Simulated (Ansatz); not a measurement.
SrTe built on the rocksalt prototype, relaxed with r2SCAN in Ansatz: it is cubic, Fm-3m (No. 225); conventional cell a = 6.706 Å, 37.69 Å³ an atom. Around Sr lie 6 Te at 3.35 Å; around Te lie 6 Sr at 3.35 Å. The primitive cell holds 2 atoms in 75.38 Å³. The values are computed, non-magnetic, and not measurements.

Computed values: Without spin-orbit coupling PBE's valence top is a threefold level at Γ and the gap is 1.769 eV; with it the level splits into four states above two, Δ₀ = 0.865 eV apart. HSE06 (4×4×4) gives a least gap of 2.49 eV and a least direct gap of 3.30 eV. r2SCAN's ε∞ is 5.32.

(1) What is the density?

(2) If the centre of gravity stays and the conduction band doesn't move, what gap follows with spin-orbit coupling?

(3) At what wavelength does absorption set in by HSE06, excitons left aside?

(4) What refractive index and reflectivity at normal incidence follow, below the gap and above the phonons?

Answers

(1) The cell holds 1 Sr, 1 Te: M = 1×87.620 + 1×127.600 = 215.22 u in V = 75.38 Å³. ρ = 1.66054 × M/V = 1.66054 × 215.22/75.38 = 4.741 g/cm³, for the static r2SCAN lattice.

(2) The fourfold level rises by Δ₀/3 = 0.288 eV and the twofold one falls by 2Δ₀/3, so E_g ≈ 1.769 − 0.288 = 1.481 eV. The PBE+SOC run gives 1.493 eV, +0.012 eV from the estimate.

(3) λ = 1239.84 eV nm/E: 498 nm for the least gap, where it needs phonons and is weak, and 376 nm for direct transitions.

(4) n = √5.32 = 2.307; R = ((n − 1)/(n + 1))² = (1.307/3.307)² = 15.6 % a face.

Only the levels marked +SOC include spin-orbit coupling.

The meshes of the hybrids are coarse, so their gaps aren't converged to the digits shown.
